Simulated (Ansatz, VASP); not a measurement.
Two plane-wave programs on Au

```
Au
1.0
     0.00000    2.08564    2.08564
     2.08564    0.00000    2.08564
     2.08564    2.08564    0.00000
Au
1
Direct
  0.00000 0.00000 0.00000
```

Alike in both runs: task single point; functional PBE; k mesh 8 × 8 × 8; occupations gaussian, width 0.1 eV; no spin polarisation.

|  | VASP | Ansatz |
| --- | --- | --- |
| version | VASP 6.6.1 | Ansatz 0.2.0 |
| potentials or method | VASP PAW PBE potentials, release 64 (Au) | scalar-relativistic, plane waves, PAW |
| plane-wave cutoff (eV) | 520 | 420 |
| valence electrons in the cell | 11 | 19 |

VASP gave:

```
gap on the k mesh at the Fermi level (eV) : none
pressure (GPa)                            : -0.8
```

Problem. What did Ansatz give for the same quantities?

Solution. gap on the k mesh at the Fermi level (eV): none; pressure (GPa): -0.6.

A gap of «none» marks a metal or a gap that the smearing closes. The two sets of potentials don't hold the same shells in valence.

Spin-orbit coupling is left out, which matters for the levels of Au.
